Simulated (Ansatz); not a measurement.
# Relaxation of InSe

Method: Ansatz 0.2.0, DFT PBEsol+D3(BJ), scalar-relativistic, plane waves, PAW. Run with 420 eV cutoff, 12×12×12 k-mesh, Gaussian smearing of 0.02 eV, no spin polarisation.

What was changed: relaxed at 2 GPa.

Command:

```bash
ansatz run input.yaml --threads 1 --pin off --max-ram 2560MiB --backend cpu --events-out ev --progress --plain --runs-dir out
```

Input:

```yaml
crystal:
  lattice:
    - [1.9678425048, 1.1361343999, 8.0094096164]
    - [-1.9678425048, 1.1361343999, 8.0094096164]
    - [0.0, -2.2722687998, 8.0094096164]
  atoms:
    - { symbol: In, position: [-0.0007160142, -0.0007160142, -0.0007160142] }
    - { symbol: In, position: [0.1129541836, 0.1129541836, 0.1129541836] }
    - { symbol: Se, position: [0.6126324648, 0.6126324648, 0.6126324648] }
    - { symbol: Se, position: [0.8328293658, 0.8328293658, 0.8328293658] }
basis:
  ecutwfc: 420
kpoints:
  mp_grid: { grid: [12, 12, 12] }
hamiltonian:
  xc: pbesol
  dispersion: d3bj
scf:
  occupations: { method: gaussian, width: 0.02 }
output:
  forces: true
  stress: true
  eigenvalues: true
relax:
  adjacent_minimum: "off"
  f_tol: 0.008
  max_steps: 50
  cell: { stress_tol: 0.08, p_target: 2.0 }
```

F is the free energy. Steps run on the plane waves of an earlier cell, but the last one, and at times one on the way, on a freshly chosen basis, so a repeated geometry can differ a little in energy. The relaxation lowers the enthalpy F + PV at the target pressure, so F itself can rise.

At step 2 F + PV rises: a step can overshoot before the optimiser corrects it.

Steps:

| step | F − F(1) (eV) | largest force component (eV/Å) | V (Å³/atom) | P (GPa) |
| --- | --- | --- | --- | --- |
| 1 | 0.0000 | 0.146 | 26.860 | 1.16 |
| 2 | 0.1819 | 0.657 | 24.807 | 3.42 |
| 3 | 0.0120 | 0.045 | 26.321 | 1.62 |
| 4 | 0.0222 | 0.025 | 26.084 | 1.93 |
| 5 | 0.0223 | 0.007 | 26.080 | 1.99 |
| 6 | 0.0229 | 0.007 | 26.080 | 2.00 |

Relaxed structure:

```yaml
crystal:
  lattice:
    - [1.95336, 1.12777, 7.89255]
    - [-1.95336, 1.12777, 7.89255]
    - [0.00000, -2.25554, 7.89255]
  atoms:
    - { symbol: In, position: [0.99875, 0.99875, 0.99875] }
    - { symbol: In, position: [0.11356, 0.11356, 0.11356] }
    - { symbol: Se, position: [0.61026, 0.61026, 0.61026] }
    - { symbol: Se, position: [0.83513, 0.83513, 0.83513] }
```

The structure is trigonal, space group R3m (No. 160). The conventional cell has a = 3.907 Å, b = 3.907 Å, c = 23.678 Å, α = 90.00°, β = 90.00°, γ = 120.00°. In (site symmetry 3m) has 3 Se at 2.61 Å and 1 In at 2.72 Å as nearest neighbours. In (site symmetry 3m) is surrounded by 3 Se at 2.60 Å and 1 In at 2.72 Å. Se (site symmetry 3m) is surrounded by 3 In at 2.61 Å. Around Se (site symmetry 3m) lie 3 In at 2.60 Å.

The run converged. The run took 4.1 min on 1 thread of Intel(R) Xeon(R) Platinum 8488C (Sapphire Rapids), with other jobs on the host, peak memory 0.84 GiB.